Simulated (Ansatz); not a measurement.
# A series in volume per atom on SrO

Band levels at named k points (names of the unstrained cell) at fixed atoms, from the valence top (v1 top filled band, c1 lowest empty), gap the least over mesh, points and any path between them, spin-unpolarised plane waves, DDH-PBE0 mixes 1/eps_inf of exact exchange. The results are calculated, by Ansatz 0.2.0.

Cell of the first row (space group Fm-3m, No. 225):
```
SrO
1.0
      0.0000     2.4989     2.4989
      2.4989     0.0000     2.4989
      2.4989     2.4989     0.0000
Sr O
1 1
Direct
  0.00000 0.00000 0.00000
  0.50000 0.50000 0.50000
```

Settings of every row: periodic directions 3; functional PBE; spin orbit no; potentials PAW; wave cutoff 420 eV; k mesh 8x8x8; smearing width 0.02 eV.

Point:
| name | a (fraction of the reciprocal vector) | b (fraction of the reciprocal vector) | c (fraction of the reciprocal vector) |
| --- | --- | --- | --- |
| Gamma | 0 | 0 | 0 |
| X | 0.5 | 0 | 0.5 |
| U | 0.625 | 0.25 | 0.625 |
| K | 0.375 | 0.375 | 0.75 |
| L | 0.5 | 0.5 | 0.5 |
| W | 0.5 | 0.25 | 0.75 |
| extra_c | 0 | 0.5 | 0.5 |

Limits: semilocal functionals tend to give too small a gap.

| row | volume per atom (Å³) | band gap (eV) | least direct gap (eV) |
| --- | --- | --- | --- |
| 1 | 15.604 | 3.255 | 3.261 |
| 2 | 15.672 | 3.259 | 3.269 |
| 3 | 15.92 | 3.272 | 3.297 |
| 4 | 16.162 | 3.283 | 3.322 |
| 5 | 16.661 | ? | ? |
| 6 | 17.171 | 3.318 | 3.403 |
| 7 | 17.692 | 3.329 | 3.432 |
| 8 | 18.222 | 3.336 | 3.456 |
| 9 | 18.492 | 3.337 | 3.428 |

Question: what band gap should row 5 give?

Worked fit of band gap. Take t = volume per atom − 17, in Å³. The shown rows have t = -1.396, -1.328, -1.08, -0.838, 0.171, 0.692, 1.222, 1.492. Least squares give band gap = 3.3134 + 0.02912 × t − 0.00891 × t² eV; a straight line predicts inner rows, each left out in turn, worse (root mean square 0.007 against 0.00038 eV). All shown rows lie on it to the printed digit. The withheld row has t = -0.339, so the fit gives 3.3134 + 0.02912 × (-0.339) − 0.00891 × (-0.339)² = 3.303 eV.

The calculation gave 3.303 eV. The fit meets it to the printed digit.

The other values of row 5: least direct gap 3.366 eV.
